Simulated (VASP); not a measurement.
# Nb (P6_3/mmc) in VASP: notebook, part 2 of 2

VASP 6.6.1. The steps go on from the part before.

## (4) Single point, RPBE

This run uses another cell than the first one, of 21.30 Å³/atom, 1.120 times its volume.

INCAR

```
SYSTEM = Nb
PREC = Accurate
ENCUT = 520
EDIFF = 1E-6
ISMEAR = -1
SIGMA = 0.1
LREAL = .FALSE.
LASPH = .TRUE.
NELM = 100
ALGO = Fast
ISIF = 2
LWAVE = .FALSE.
LCHARG = .FALSE.
GGA = RP
NBANDS = 34
```

KPOINTS

```
regular mesh
0
G
  14 14 4
  0 0 0
```

POSCAR

```
Nb
1.0
    2.9954834720      0.0000000000      0.0000000000
   -1.4977417360      2.5941647833      0.0000000000
    0.0000000000      0.0000000000     10.9647404891
Nb
4
Direct
    0.0000000000      1.0000000000      1.0000000000
    0.0000000000      1.0000000000      0.5000000000
    0.3333333333      0.6666666667      0.2500000000
    0.6666666667      0.3333333333      0.7500000000
```

Potentials or basis: VASP PAW PBE potentials, release 64 (Nb_sv).

The run is started by

```bash
> cat potpaw_PBE.64/Nb_sv/POTCAR > POTCAR
> mpirun -np 1 vasp_std > vasp.out
```

OUTCAR:

```text
SYSTEM = Nb
   PREC = Accurate
   ENCUT = 520
   EDIFF = 1E-6
   ISMEAR = -1
   LREAL = .FALSE.
   LASPH = .TRUE.
   NELM = 100
   ISIF = 2
   GGA = RP

 ion  position               nearest neighbor table
   1  0.000  0.000  0.000-
   2  0.000  0.000  0.500-
   3  0.333  0.667  0.250-
   4  0.667  0.333  0.750-

  LATTYP: Found a hexagonal cell.
 ALAT       =     2.9954834720
 C/A-ratio  =     3.6604242993

  Lattice vectors:

 A1 = (   2.9954834720,   0.0000000000,   0.0000000000)
 A2 = (  -1.4977417360,   2.5941647833,   0.0000000000)
 A3 = (   0.0000000000,   0.0000000000,  10.9647404891)

Analysis of symmetry for initial positions (statically):
=====================================================================
 Subroutine PRICEL returns:
 Original cell was already a primitive cell.

 Routine SETGRP: Setting up the symmetry group for a
 hexagonal supercell.

 Subroutine GETGRP returns: Found 24 space group operations
 (whereof 12 operations were pure point group operations)
 out of a pool of 24 trial point group operations.

The static configuration has the point symmetry D_3d.
 The point group associated with its full space group is D_6h.

Analysis of symmetry for dynamics (positions and initial velocities):
=====================================================================
 Subroutine PRICEL returns:
 Original cell was already a primitive cell.

 Routine SETGRP: Setting up the symmetry group for a
 hexagonal supercell.

 Subroutine GETGRP returns: Found 24 space group operations
 (whereof 12 operations were pure point group operations)
 out of a pool of 24 trial point group operations.

The dynamic configuration has the point symmetry D_3d.
 The point group associated with its full space group is D_6h.

 Subroutine INISYM returns: Found 24 space group operations
 (whereof 12 operations are pure point group operations),
 and found     1 'primitive' translations

[... 112 lines left out ...]
   EFERMI =   0.00;   METHOD = LEGACY
   ISMEAR =    -1;   SIGMA  =   0.10  broadening in eV -4-tet -1-fermi 0-gaus
   EFERMI_NEDOS =   21; number of points for ismear=-14 and -15
   IALGO  =     68    algorithm
   IMIX   =      4    mixing-type and parameters
     AMIX     =   0.40;   BMIX     =  1.00
     AMIX_MAG =   1.60;   BMIX_MAG =  1.00
  volume/ion in A,a.u.               =      21.30       143.75
  Fermi-wavevector in a.u.,A,eV,Ry     =   1.388636  2.624141 26.236239  1.928309
  Thomas-Fermi vector in A             =   2.512743
   LORBIT       =      0    0 simple, 1 ext, 2 COOP (PROOUT), +10 PAW based schemes
   GGA     = RP    functional components
   LHFCALC =     F    Hartree Fock is set to
   AEXX    =    0.0000 exact exchange contribution
   IVDW    =     0    specifies the selected vdW correction
   LEPSILON=     F    determine dielectric tensor
   LRPA    =     F    only Hartree local field effects (RPA)
 non-spin polarized calculation
 RMM-DIIS sequential band-by-band and
  energy-cutoff  :      520.00
  volume of cell :       85.20
 maximum number of plane-waves:      2333
 NGX is ok and might be reduce to    24
   NGX = 11   NGY = 11   NGZ = 41

 number of electron      51.9999997 magnetization

 Free energy of the ion-electron system (eV)
  ---------------------------------------------------
  ext. energy  EPLUGINS =         0.00000000
  ---------------------------------------------------
  free energy    TOTEN  =       -37.32751476 eV

  energy without entropy =      -37.11902072  energy(sigma->0) =      -37.22326774

 E-fermi :   9.3707     XC(G=0): -11.5702

 val. band max:        9.3677879309   @ k =   0.1429   0.1429   0.0000
 cond. band min:       9.3751796887   @ k =   0.1429  -0.0000   0.2500
 fundamental gap:      0.0073917578
 Fermi energy:         9.3707358675

 k-point     1 :       0.0000    0.0000    0.0000
  band No.  band energies     occupation
      1     -45.5753      2.00000
      2     -45.5532      2.00000
      3     -45.5236      2.00000
      4     -45.5013      2.00000
      5     -21.8670      2.00000
      6     -21.5961      2.00000
[... 877 lines left out ...]
     33      12.1422      0.00000
     34      12.5546      0.00000

 [... further k-points ...]
[... 5 lines left out ...]
  --------------------------------------------------------------------------------------
  -------------------------------------------------------------------------------------
  Total       -7.7661956     -7.7661956     -7.3041703     -0.0000000      0.0000000      0.0000000
  in kB     -146.0347005   -146.0347005   -137.3468261     -0.0000000      0.0000000      0.0000000
  external PRESSURE =    -143.1387423 kB  Pullay stress =       0.0000000 kB

 VOLUME and BASIS-vectors are now :
 -----------------------------------------------------------------------------
  energy-cutoff  :      520.00
  volume of cell :       85.20
      direct lattice vectors                 reciprocal lattice vectors
     2.995483472  0.000000000  0.000000000     0.333835926  0.192740262  0.000000000
    -1.497741736  2.594164783  0.000000000     0.000000000  0.385480524  0.000000000
     0.000000000  0.000000000 10.964740489     0.000000000  0.000000000  0.091201429

 POSITION                                       TOTAL-FORCE (eV/Angst)
 -----------------------------------------------------------------------------------
      0.00000      0.00000      0.00000        -0.000000      0.000000     -0.000000
      0.00000      0.00000      5.48237        -0.000000      0.000000     -0.000000
     -0.00000      1.72944      2.74119         0.000000      0.000000      0.000000
      1.49774      0.86472      8.22356        -0.000000     -0.000000      0.000000
 -----------------------------------------------------------------------------------
    total drift:                               -0.000000      0.000000      0.000000

  FREE ENERGIE OF THE ION-ELECTRON SYSTEM (eV)
  ---------------------------------------------------
  free  energy   TOTEN  =       -37.3275147564 eV

  energy  without entropy=      -37.1190207166  energy(sigma->0) =      -37.22326774
```

OSZICAR:

```text
N       E                     dE             d eps       ncg     rms          rms(c)
DAV:   1     0.668014419451E+03    0.66801E+03   -0.28611E+04  4896   0.158E+03
DAV:   2     0.142503149058E+02   -0.65376E+03   -0.64043E+03  5758   0.653E+02
DAV:   3    -0.360079125924E+02   -0.50258E+02   -0.48718E+02  8504   0.128E+02
[... 22 lines left out ...]
RMM:  26    -0.373275077838E+02   -0.24195E-05   -0.24235E-05  6701   0.198E-02    0.359E-02
RMM:  27    -0.373275098474E+02   -0.20636E-05   -0.18803E-05  6300   0.168E-02    0.348E-02
RMM:  28    -0.373275113932E+02   -0.15458E-05   -0.12758E-05  6182   0.164E-02    0.306E-02
RMM:  29    -0.373275142059E+02   -0.28126E-05   -0.14633E-05  6761   0.212E-02    0.201E-02
RMM:  30    -0.373275147564E+02   -0.55049E-06   -0.69337E-06  5314   0.144E-02
   1 F= -.37327515E+02 E0= -.37223268E+02  d E =-.208494E+00
```

It took 5.5 min on 1 thread of AMD EPYC 9R45 (Zen 5), shared host; peak memory 0.27 GiB.

What came out:

| Item | Value |
| --- | --- |
| Free energy | -37.3275 eV |
| Pressure | -14.3 GPa |
| Band gap on the k mesh | none (metal or under the smearing width) |

Levels at points of the mesh, in eV from the Fermi level:
```
           k point  band 22  band 23  band 24  band 25  band 26  band 27  band 28  band 29  band 30  band 31
(0.00, 0.00, 0.00)    -1.05    -0.75     0.15     0.31     0.31     0.40     0.40     0.55     0.55     0.65
(0.50, 0.00, 0.00)    -1.89    -1.77    -0.96    -0.05     0.27     0.76     1.84     1.96     1.98     2.45
(0.00, 0.00, 0.50)    -0.90    -0.51    -0.51     0.37     0.37     0.37     0.37     0.58     0.58     0.58
(0.50, 0.00, 0.50)    -2.49    -1.09    -1.09     0.69     0.69     1.08     1.08     1.19     1.19     3.12
```

Caveat: the PAW data sets were made with another functional, which shifts forces and pressure a little.

## (5) Summary

| cell | k mesh | further INCAR settings | gap on the mesh (eV) | pressure (GPa) |
| --- | --- | --- | --- | --- |
| P6_3/mmc, 19.02 Å³/atom | 17 × 17 × 4 | ALGO = Fast; EDIFF = 1e-06; NBANDS = 34 | none | -0.3 |
| P6_3/mmc, 19.02 Å³/atom | 14 × 14 × 4 | ALGO = Fast; EDIFF = 1e-07; NBANDS = 34 | none | 0.2 |
| P6_3/mmc, 21.3 Å³/atom | 14 × 14 × 4 | ALGO = Fast; EDIFF = 1e-06; NBANDS = 34 | none | -14.3 |

Alike in all rows: task single point; level RPBE; potentials or basis VASP PAW PBE potentials, release 64 (Nb_sv); no spin polarisation; cutoff (eV) 520; smearing fermi-dirac 0.1 eV.

Every run on the cell as given and a fine mesh finds a metal.

Caveats: the PAW data sets were made with another functional, which shifts forces and pressure a little.

Total energies depend on the potentials used, so only differences within one code and one set of settings carry meaning.
